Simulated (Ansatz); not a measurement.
## Fe: input and output of an SCF run

We look at Fe: an experimental structure (space group Fm-3m, primitive cell doubled), with 2 atoms per cell. Source: COD entry 9016329; the sample's temperature and pressure aren't taken into account, and it need not be the stable phase.

Theory: Ansatz, DFT, PBE, PAW, plane waves, scalar-relativistic.

Input file:

```yaml
crystal:
  lattice:
    - [0.0, 1.74, 1.74]
    - [3.48, 0.0, 3.48]
    - [1.74, 1.74, 0.0]
  atoms:
    - { symbol: Fe, position: [0.0, 0.0, 0.0], spin: 4.0 }
    - { symbol: Fe, position: [0.0, 0.5, 0.0] }
magnetization:
  spin_polarized: true
hamiltonian:
  xc: pbe
  pseudopotentials: { kind: paw }
basis:
  ecutwfc: 420
kpoints:
  mp_grid: { grid: [12, 6, 12] }
scf:
  occupations: { method: fermi_dirac, width: 0.1 }
  lower_state_search: "off"
output:
  forces: true
  stress: true
```

What the program printed (shortened):

```
Pseudopotentials: kind: paw
Pseudopotential: Fe, paw, valence charge 16, recommended cutoff 420 eV (normal), Fe.paw.azcp
Functional definition: PBE
Crystal: 2 atoms, lattice volume = 21.072 Å³
Basis set: ecut = 420 eV, 391 PW (Γ), exchange–correlation on 36×72×36 points (8 copies of the dense FFT grid, shifted against one another)
Bands: 22, of which v1, the nominal top of the filled ones, is band 16 counted from 1 (15 counted from 0)
Symmetry: 12 space group operations
Space group: R-3m (ITA 166), of the structure as read, at distance tolerance 2.8e-5 Å
Magnetic group: BNS 166.97 (UNI 1327), of the structure as read, at distance tolerance 2.8e-5 Å
k-points: 98 of 864
Non-local potential: Fe, projectors of the file, l = 0: 3, l = 1: 2, l = 2: 3, l = 3: 1
Initial density: superposition of atomic densities (chi_scale 0.1, normalization cell)
Starting moments: Σ|m| = 4 μB on 1 of 2 sites
Initial wavefunctions: pseudopotential atomic-orbital guess
Functional: x = pbe(κ = 0.804, μ = 0.2195149727645171), c = pbe(β = 0.06672455060314922)
SCF iter   1: F=—  HF=-8960.486982 eV  |F-HF|=—  |Δ(HF+E_count)|=         —  Δρ=1.29e-1 (↑1.29e-1 ↓4.85e-2)  dr2=1.98e0  dr2_m=1.31e0  M=2.633 μB ∫|m|=2.907 μB  β_m=0.30  ethr=3.10e-3  ⟨swp⟩=4.2  Hψ=15762  notcnv=0
preconditioner: auto → none  [metal: Δε(μ)=0.002 eV  Ē_g=8.081 eV  σ=0.100 eV  W_gap=0.01  n_scr=2 (ndim 8)  ℏωp=32.4 eV  f_vac=0.000  D(μ)=3.29/eV (n_scr^D=48)  sad-step TF]
SCF iter   2: F=—  HF=-8960.301799 eV  |F-HF|=—  |Δ(HF+E_count)|=   1.85e-1  Δρ=1.11e-1 (↑9.52e-2 ↓1.11e-1)  dr2=1.33e0  dr2_m=1.67e0  M=2.404 μB ∫|m|=2.773 μB  β_m=0.30  ethr=3.10e-3  ⟨swp⟩=2.2  Hψ=7339  notcnv=0  defer=2
SCF iter   3: F=—  HF=-8960.856220 eV  |F-HF|=—  |Δ(HF+E_count)|=   5.54e-1  Δρ=1.69e-1 (↑1.69e-1 ↓9.18e-2)  dr2=1.65e1  dr2_m=6.80e-1  M=3.123 μB ∫|m|=3.273 μB  β_m=0.30  ethr=3.10e-3  ⟨swp⟩=3.0  Hψ=7247  notcnv=0  defer=2
SCF iter   4: F=—  HF=-8960.167868 eV  |F-HF|=—  |Δ(HF+E_count)|=   6.88e-1  Δρ=9.06e-2 (↑8.51e-2 ↓9.06e-2)  dr2=7.19e-2  dr2_m=1.47e0  M=2.519 μB ∫|m|=2.894 μB  β_m=0.30  ethr=3.10e-3  ⟨swp⟩=2.0  Hψ=6798  notcnv=0  defer=9
SCF iter   5: F=—  HF=-8960.310103 eV  |F-HF|=—  |Δ(HF+E_count)|=   1.42e-1  Δρ=7.93e-2 (↑6.86e-2 ↓7.93e-2)  dr2=1.03e-1  dr2_m=1.04e0  M=2.350 μB ∫|m|=2.769 μB  β_m=0.30  ethr=2.25e-4  ⟨swp⟩=2.1  Hψ=7206  notcnv=0  defer=8
Mixer restart at iter 5: flushing history
spin-set hold released at iteration 5 (the charge has settled, or the pull on large starting moments outlasts its swing): the magnetisation degrees of freedom join the quasi-Newton model from the next iteration; the mixer history was flushed
SCF iter   6: F=—  HF=-8960.537281 eV  |F-HF|=—  |Δ(HF+E_count)|=   2.27e-1  Δρ=9.52e-2 (↑9.52e-2 ↓4.62e-2)  dr2=3.14e0  dr2_m=4.86e-1  M=2.461 μB ∫|m|=2.811 μB  β_m=0.33  ethr=2.25e-4  ⟨swp⟩=2.4  Hψ=7021  notcnv=0  defer=8  recentre
SCF iter   7: F=—  HF=-8961.583330 eV  |F-HF|=—  |Δ(HF+E_count)|=    1.05e0  Δρ=2.52e-1 (↑1.18e-1 ↓2.52e-1)  dr2=2.82e1  dr2_m=2.28e0  M=1.602 μB ∫|m|=1.959 μB  β_m=0.02  ethr=2.25e-4  ⟨swp⟩=2.9  Hψ=10685  notcnv=0  defer=4
[... 11 iterations left out ...]
SCF iter  19: F=—  HF=-8960.721763 eV  |F-HF|=—  |Δ(HF+E_count)|=   4.32e-5  Δρ=6.67e-4 (↑6.67e-4 ↓3.46e-4)  dr2=4.99e-5  dr2_m=4.48e-5  M=0.903 μB ∫|m|=1.324 μB  β_m=1.00  ethr=3.76e-8  ⟨swp⟩=2.0  Hψ=7135  notcnv=0
SCF iter  20: F=—  HF=-8960.721714 eV  |F-HF|=—  |Δ(HF+E_count)|=   4.96e-5  Δρ=4.42e-4 (↑4.42e-4 ↓3.36e-4)  dr2=5.27e-6  dr2_m=2.88e-5  M=0.923 μB ∫|m|=1.320 μB  β_m=1.00  ethr=3.76e-8  ⟨swp⟩=2.0  Hψ=6882  notcnv=0
SCF iter  21: F=—  HF=-8960.721690 eV  |F-HF|=—  |Δ(HF+E_count)|=   2.39e-5  Δρ=4.37e-4 (↑4.37e-4 ↓2.84e-4)  dr2=1.62e-5  dr2_m=2.32e-5  M=0.931 μB ∫|m|=1.315 μB  β_m=1.00  ethr=1.65e-8  ⟨swp⟩=2.1  Hψ=6355  notcnv=0
SCF iter  22: F=—  HF=-8960.721731 eV  |F-HF|=—  |Δ(HF+E_count)|=   4.11e-5  Δρ=5.28e-4 (↑5.28e-4 ↓4.05e-4)  dr2=2.95e-5  dr2_m=3.57e-5  M=0.917 μB ∫|m|=1.321 μB  β_m=0.85  ethr=1.65e-8  ⟨swp⟩=2.0  Hψ=7245  notcnv=0
SCF iter  23: F=—  HF=-8960.721772 eV  |F-HF|=—  |Δ(HF+E_count)|=   4.14e-5  Δρ=5.92e-4 (↑5.92e-4 ↓4.24e-4)  dr2=2.65e-5  dr2_m=4.58e-5  M=0.905 μB ∫|m|=1.331 μB  β_m=0.06  ethr=1.65e-8  ⟨swp⟩=2.0  Hψ=7289  notcnv=0
SCF iter  24: F=—  HF=-8960.721752 eV  |F-HF|=—  |Δ(HF+E_count)|=   1.98e-5  Δρ=4.53e-4 (↑4.27e-4 ↓4.53e-4)  dr2=1.21e-6  dr2_m=3.70e-5  M=0.910 μB ∫|m|=1.328 μB  β_m=0.17  ethr=1.65e-8  ⟨swp⟩=2.1  Hψ=6773  notcnv=0
SCF iter  25: F=—  HF=-8960.721712 eV  |F-HF|=—  |Δ(HF+E_count)|=   4.08e-5  Δρ=3.86e-4 (↑3.77e-4 ↓3.86e-4)  dr2=6.84e-7  dr2_m=2.78e-5  M=0.923 μB ∫|m|=1.319 μB  β_m=0.48  ethr=3.79e-9  ⟨swp⟩=2.3  Hψ=7987  notcnv=0
SCF iter  26: F=—  HF=-8960.721626 eV  |F-HF|=—  |Δ(HF+E_count)|=   8.52e-5  Δρ=2.08e-4 (↑1.99e-4 ↓2.08e-4)  dr2=7.11e-7  dr2_m=7.83e-6  M=0.958 μB ∫|m|=1.298 μB  β_m=1.00  ethr=2.14e-9  ⟨swp⟩=3.0  Hψ=9565  notcnv=0
SCF iter  27: F=—  HF=-8960.721588 eV  |F-HF|=—  |Δ(HF+E_count)|=   3.81e-5  Δρ=6.85e-5 (↑6.38e-5 ↓6.85e-5)  dr2=3.22e-6  dr2_m=2.83e-7  M=0.996 μB ∫|m|=1.276 μB  β_m=1.00  ethr=2.14e-9  ⟨swp⟩=3.1  Hψ=9834  notcnv=0
SCF iter  28: F=—  HF=-8960.721589 eV  |F-HF|=—  |Δ(HF+E_count)|=   2.49e-7  Δρ=2.84e-5 (↑2.47e-5 ↓2.84e-5)  dr2=3.83e-7  dr2_m=5.78e-8  M=0.996 μB ∫|m|=1.274 μB  β_m=1.00  ethr=2.14e-9  ⟨swp⟩=2.3  Hψ=6243  notcnv=0
iter 29 did not close the SCF: its close was put off for a magnetic moment that had not settled (scf_convergence_deferred on its scf_iter line)
SCF iter  29: F=-8960.721588 eV  HF=-8960.721588 eV  |F-HF|=9.60e-9  |Δ(HF+E_count)|=   1.30e-7  Δρ=1.13e-5 (↑8.01e-6 ↓1.13e-5)  dr2=1.52e-8  dr2_m=9.38e-9  M=0.998 μB ∫|m|=1.273 μB  β_m=0.99  ethr=3.13e-10  ⟨swp⟩=3.0  Hψ=15206  notcnv=0
SCF iter  30: F=-8960.721588 eV  HF=-8960.721588 eV  |F-HF|=9.55e-9  |Δ(HF+E_count)|=   3.28e-8  Δρ=3.88e-6 (↑3.80e-6 ↓3.88e-6)  dr2=1.05e-8  dr2_m=9.58e-10  M=0.999 μB ∫|m|=1.273 μB  ethr=4.76e-11  ⟨swp⟩=2.0  Hψ=15033  notcnv=0
The SCF converged. Along the directions that its mixing steps explored, a Ritz value of the dielectric operator 1 − χ₀K read negative at each of the last 4 readings (its real part and the size of its imaginary part sum to between -0.054 and -0.052).
SCF 1 converged in 30 iterations: F = -8960.721588 eV  dr2 = 1.05e-8
  greatest PAW one-centre occupation: 1.000 electrons in one spin orbital (limit 2), on the Fe atom at site 1 (counted from 0), in its partial waves of l = 0
No search for a lower state was made along the close's negative reading: the deck asks for none (scf.lower_state_search: off) (following: asked_to_warn; scf.lower_state_search in the input reference).
SCF converged after 30 iterations
Magnetization: 0.9988 μB (16.4994 up, 15.5006 down)
Absolute magnetization: 1.3261 μB (∫|ρ↑−ρ↓|, with the PAW one-centre terms)
Spin contamination: 0.1433 ħ² per cell (⟨S²⟩ above its minimum at these occupations)
Per-site moments (μB) at R_I (Å): [(1.0869, 1.0150), (-0.0783, 1.0150)]
Free energy (F): -8960.721588 eV
Harris-Foulkes:  -8960.721588 eV  (|F-HF|=9.55e-9)
Internal energy: -8960.612592 eV  (E = F + TS)
E sigma→0 (E₀):  -8960.667090 eV
Entropy (-TS):   -0.108996 eV (-54.498 meV/atom)
Fermi energy:    20.294329 eV
--- Per-component energies (eV) ---
  E_band       = -375.876884
  E_kinetic    = 707.604677
  E_local      = -3933.946212  (includes V_loc(G=0)·N_el)
  E_nonlocal   = 428.509951
  E_hartree    = 1659.809734
  E_xc         = -238.138086
  E_vxc        = -306.834478  (∫ρ·V_xc dr)
  E_paw        = -2727.782255  (= ΣΔE_a)
  E_vpaw       = -590.829233  (= ΣTr[D̂ρ^β])
  E_aug_tail   = 0.001851  (compensation charges beyond the density's cutoff)
  E_ewald      = -4856.672253
  E_smearing   = -0.108996  (= −TS)
  E_closure    = -0.000000  (closes the sum)
  Σ components = -8960.721588   (vs F -8960.721588, Δ=0.00e0)
--- Forces (eV/Å), atoms counted from 1 ---
  atom   1  Fe    -0.00000000     0.00000000    -0.00000000
  atom   2  Fe     0.00000000    -0.00000000     0.00000000
  max |Σ_I F_I| component: 4.21e-29 eV/Å
--- Stress (GPa, compression-positive) ---
       -2.763352      -0.698999       0.698999
       -0.698999      -2.763352      -0.698999
        0.698999      -0.698999      -2.763352
  P = ⅓ Tr σ = -2.7634 GPa (-27.634 kbar)
```

Among 13 converged runs of this cell from various starts and settings, this end is 7.0 meV/atom above the lowest found (ferromagnetic, site moments Fe1 1.00, Fe2 1.00 μB, total 1.98 μB per cell, no gap on the k-mesh).

The log names the space group R-3m, not the crystal's Fm-3m, as the starting moments make like atoms unequal.

The mesh is too coarse to rank close states of a metal with certainty: differences of some tens of meV/atom may change, at times in sign.

The run took 7.9 s on 2 threads of Arm Neoverse V1, on a shared host, peak memory 0.33 GiB.
